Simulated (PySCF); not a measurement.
# ZnSe (Stilleite) in PySCF: the effect of relativity

The system is ZnSe (Stilleite).

```
Se Zn
1.0
     0.00000    2.83380    2.83380
     2.83380    0.00000    2.83380
     2.83380    2.83380    0.00000
Se Zn
1 1
Direct
  0.75000 0.75000 0.75000
  0.00000 0.00000 0.00000
```

Alike in all runs:

```yaml
Program: PySCF 2.14.0
Task: single point
Functional: LDA
Potentials_or_basis: pob-dzvp-rev2 (all-electron)
k_mesh: 2 × 2 × 2
Occupations: fermi-dirac, width 0.05 eV
```

| relativity | spin | starting moments | gap on the mesh (eV) |
| --- | --- | --- | --- |
| none | no spin polarisation | - | 2.89 |
| sfx2c | no spin polarisation | - | 2.24 |
| x2c | non-collinear spin, zero start, spin-orbit coupling | [[0.0, 0.0, 0.0], [0.0, 0.0, 0.0]] μB | ? |

Problem. What does the run with relativity x2c give?

Solution. gap on the mesh 2.12 eV.

Caveats: all runs use coarse meshes; the default atom-centred grid shifts energies of crystals by up to some 10 meV an atom and pressures by some 0.5 GPa; the basis of atomic orbitals isn't converged, which shifts pressures, moduli and gaps; relativity is left out, which matters for the heavier elements (some runs).

A k mesh can miss the band edges.

A gap of «none» marks a metal or a gap under the smearing width.

Runs at the PBE level aren't shown here.
